**Q:** These are eight calculations of the same lead telluride crystal, and beside them the candidates that they came from: seven programs, with Ansatz listed for two methods. Can I tell from the numbers which program made which row?

DFT calculations of rock-salt PbTe (2-atom cell) with the PBE functional, without spin polarisation, spin-orbit coupling or dispersion correction, on a 7×7×7 k mesh with Fermi-Dirac smearing of 0.05 eV. Volume, modulus and slope come from Birch-Murnaghan fits to static energies at seven volumes. Basis entries in eV are plane-wave cutoffs; Kmax is in 1/bohr. Candidates: ABACUS, Quantum ESPRESSO, ABINIT, FLEUR, VASP, Ansatz LAPW, Ansatz, GPAW.

```tsv
row	equilibrium volume (Å³/atom)	bulk modulus (GPa)	bulk modulus slope	equilibrium volume less the median of the rows (Å³/atom)
A	35.43	38.50	4.500	0.000
B	35.38	38.60	4.550	-0.045
C	35.21	38.70	4.460	-0.216
D	35.45	38.50	4.510	0.022
E	35.43	38.60	4.480	-0.004
F	35.42	38.70	4.450	-0.014
G	35.43	38.50	4.470	0.004
H	35.44	38.60	4.490	0.006
```

**A:** Try it, and start with what each number means. The equilibrium volume V₀ is where the energy of the crystal is lowest. The bulk modulus B₀ is its resistance to compression at that volume, and the bulk modulus slope B′ says how fast this resistance grows with pressure. The functional is the same everywhere, so with perfect numerics and perfect potentials all eight rows would be equal.

**Q:** They nearly are, except for row C. Its volume is 35.21 Å³/atom, while the next lowest, row B, has 35.38. The other six lie within 0.04 Å³/atom of each other. I also know the plane-wave cutoffs of the runs, which go from 420 eV for Ansatz to 1129 eV for ABACUS. I would give row C to the 420 eV run, because it has the coarsest basis.

**A:** That guess assumes that cutoffs can be compared between programs, and they can't. A cutoff is chosen to suit a potential. A smooth potential needs few plane waves, and a hard one needs many. The norm-conserving run uses 1129 eV because its potentials are hard, which doesn't make it the most accurate. Look at the kinds of method in the list instead.

**Q:** Two candidates are all-electron, Ansatz LAPW and FLEUR. The other six replace the region near each nucleus by something simpler, a pseudopotential or a PAW data set.

**A:** That is the useful division. An all-electron program treats the core electrons explicitly and has no potential file that could be poor. Two such programs, both well converged, should therefore agree closely. Suppose now that row C were one of them, and see where the other could be.

**Q:** Its partner would be row B at best, and that is already 0.17 Å³/atom away. Two programs that solve the same equations without pseudopotentials shouldn't differ by so much. So row C is one of the six pseudised runs.

**A:** Yes, provided that both all-electron runs are converged. Which of the six is it?

**Q:** I can't see anything that decides it. Each of them has its own potentials, and any set could be the odd one. The modulus of row C is no help either, because 38.7 GPa also occurs in row F.

**A:** Then leave the name open. What about row B?

**Q:** It is a little low, so I suspect a pseudised run again. But it is only about 0.03 Å³/atom below row F, and two all-electron programs might differ by that much through their basis sets. I would call it probable and no more. For the remaining six rows I have no argument at all.

**A:** I have none either. Their moduli differ by only about 0.2 GPa, and their slopes rest on energies at seven volumes, only one of which lies above the minimum. Such differences can't carry a name. Your result is one sure statement about a class, one probable one, and six rows that could be exchanged freely. Here are the labels.

The rows with their labels:

```tsv
program	potentials	basis	equilibrium volume (Å³/atom)	bulk modulus (GPa)	bulk modulus slope	equilibrium volume less the median of the rows (Å³/atom)
GPAW	GPAW PAW data sets (gpaw data 1.2.1)	600 eV	35.21	38.70	4.460	-0.216
Quantum ESPRESSO	SSSP 1.3 efficiency PBE	748 eV	35.38	38.60	4.550	-0.045
ABINIT	JTH PAW PBE v2.0	599 eV	35.42	38.70	4.450	-0.014
VASP	VASP PAW PBE potentials, recommended	520 eV	35.43	38.60	4.480	-0.004
Ansatz	Ansatz PAW	420 eV	35.43	38.50	4.500	0.000
Ansatz LAPW	all electron LAPW, scalar relativistic	0.0005 eV/atom basis error	35.43	38.50	4.470	0.004
ABACUS	PseudoDojo NC SR 0.4.1 PBE standard	1129 eV	35.44	38.60	4.490	0.006
FLEUR	all electron	4.1 Kmax	35.45	38.50	4.510	0.022
```

**Q:** So row C is GPAW and row B is Quantum ESPRESSO, both pseudised. The 420 eV run that I first suspected is row A, one of the two middle rows, and the last column is counted from it.

**A:** And GPAW at 600 eV differs by 0.20 Å³/atom from ABINIT at 599 eV, although both use the PAW method. The cutoff in electronvolts was no guide in either case. The two all-electron volumes differ by 0.018 Å³/atom, which supports the assumption you made. That is also half the spread of the six upper rows, so their order has little meaning.

**Q:** Then GPAW simply has a slightly smaller crystal. Its modulus agrees with the others, so at least the stiffness is right.

**A:** At zero pressure it is, but each modulus belongs to its own minimum. A crystal gets stiffer when it is compressed, since the repulsion between neighbouring atoms rises steeply as they approach. GPAW's minimum lies at a smaller volume, so its modulus is read at a point where the crystal should already be stiffer. Equal moduli at unequal volumes therefore mean that the two curves differ in stiffness at any one volume.

**Q:** How much stiffer should it be?

**A:** Take the simplest error that could move a minimum, a constant extra pressure that pushes the atoms together. It adds a straight line to the energy as a function of volume. A straight line shifts the minimum but has no curvature, so at any fixed volume the modulus stays as it was. The only change is that we now read it at a smaller volume. If B′ is taken as constant, the modulus grows as the volume ratio to the power B′.

**Q:** Let me work it out. The two all-electron rows have a mean volume of 35.44 Å³/atom, a modulus of 38.5 GPa and a mean slope of 4.49. At GPAW's volume I get 38.5 × (35.44/35.21)^4.49, which is 39.6 GPa.

**A:** The table has 38.7 GPa, so the constant pressure misses by 0.9 GPa. This is a fair test, because the estimate uses only the position of GPAW's minimum and not its modulus. The model fails, and its failure is informative. Whatever separates GPAW from the all-electron result isn't a straight line in the energy but has a curvature of its own.

**Q:** Can I see that without the model?

**A:** Carry all moduli to the same volume with the same power law. At the all-electron mean volume GPAW has 37.6 GPa, while the other seven rows lie between 38.3 and 38.6 GPa. At the same volume GPAW is softer. This isn't a second fault on top of the small volume, though. With nearly the same B₀ and B′ at its own minimum, GPAW's curve is close to the all-electron one drawn for a crystal 0.6% smaller, and at equal pressure the two are about equally stiff.

**Q:** And what does the extra pressure look like, if it isn't constant?

**A:** The three numbers of each row define a Birch-Murnaghan curve, the standard form for energy against volume, and its slope gives the pressure. At the largest volume computed, 35.75 Å³/atom, GPAW's pressure is 0.23 GPa below that of Ansatz LAPW. At the smallest, 31.71 Å³/atom, it is 0.36 GPa below. The other rows stay well within 0.1 GPa of Ansatz LAPW at both ends.

**Q:** So the GPAW crystal pushes back too weakly, and the shortfall grows as the atoms come closer. That would make it both smaller and softer.

**A:** Smaller, and softer at a given volume, which is one and the same shift. If the whole curve is moved to volumes smaller by a fixed fraction, the pressure missing at a given volume is about that fraction times the local modulus, so it is expected to grow on compression as the modulus does. The size fits as well. A small stray pressure changes the volume by the fraction pressure divided by modulus. With roughly 0.25 GPa and 38.5 GPa this gives about 0.6%, and GPAW's volume is indeed 0.6% below the all-electron mean. The two figures come from the same curves, so this explains the shift rather than testing it.

**Q:** Does the same formula tell me what to expect for another crystal?

**A:** It tells you what matters. For the same stray pressure, a soft crystal shows a large error in volume and a stiff one a small error. The stray pressure itself depends on the potentials of the elements involved, so it has to be found for each case.

**Q:** Where does it come from here? Could the basis still be too small, even if 600 eV is a usual value?

**A:** There is a way to look for that within a single run. The pressure can be had from the slope of the energies, or directly from the stress, which is worked out for a fixed set of plane waves. When the cell grows at a fixed cutoff, new plane waves enter the basis. If they still lower the energy noticeably, the two pressures disagree; this difference is known as Pulay stress.

**Q:** And for GPAW?

**A:** Near the minimum the two pressures differ by only 0.007 GPa. That is far less than the shortfall of 0.23 to 0.36 GPa that we want to explain. It speaks against the cutoff, and also against a bad fit, since the stress doesn't use the fit at all.

**Q:** That leaves the PAW data sets.

**A:** They are the likely cause, though no run here exchanges them. A PAW data set freezes the core electrons and describes the valence electrons near the nucleus by a limited set of functions, prepared for the free atom. A data set that makes an atom slightly too small in the crystal would give this pattern. The growth on compression doesn't point to any particular flaw, since it comes with the shift of the curve, so the case rests on the cutoff and the fit looking sound.

**Q:** Is Quantum ESPRESSO a weaker case of the same thing?

**A:** Not clearly. Its volume is 0.16% below the all-electron mean, which by the same formula corresponds to about 0.06 GPa. But its stress and its energy slope differ by 0.07 GPa, as much as the effect itself. That doesn't prove a basis error in the volume, which comes from the energies and not from the stress: VASP's stress at 35.08 Å³/atom is 0.35 GPa against 0.40 GPa for Ansatz LAPW, yet both have their minimum at 35.43 Å³/atom. It only means the basis isn't excluded, so I would first repeat that run at a higher cutoff.

**Q:** If I only want a lattice constant, should I worry about any of this?

**A:** Less than about what all rows share. GPAW's cubic lattice constant is 0.014 Å shorter than the all-electron one. The all-electron volume, however, is 5% above that of the input cell, 33.73 Å³/atom, which is close to the measured crystal. All eight rows share this expansion. Its sign is the usual one for PBE, but spin-orbit coupling is also left out for these heavy atoms, and the runs can't say how much of it is due to that. Thermal motion is left out of these static calculations and would expand the crystal further, so it can't be the reason.

**Q:** So programs can agree closely with each other and still be wrong together.

**A:** Yes. Close agreement is a sign that the equations were solved properly, but the shared choices, the functional and the missing spin-orbit coupling, have to be judged against experiment. When you compare programs, say whether a modulus is meant at equal pressure or at equal volume: GPAW matches the others in the first sense and not in the second.

**Q:** And how would I find out what makes its crystal too small?

**A:** Stay in GPAW, keep everything else fixed, and exchange the data set of lead alone, then that of tellurium alone. If one exchange brings both the volume and the modulus at the common volume back to the all-electron values, you have found the source. Until then it is open which of the two elements is responsible, or whether both are.
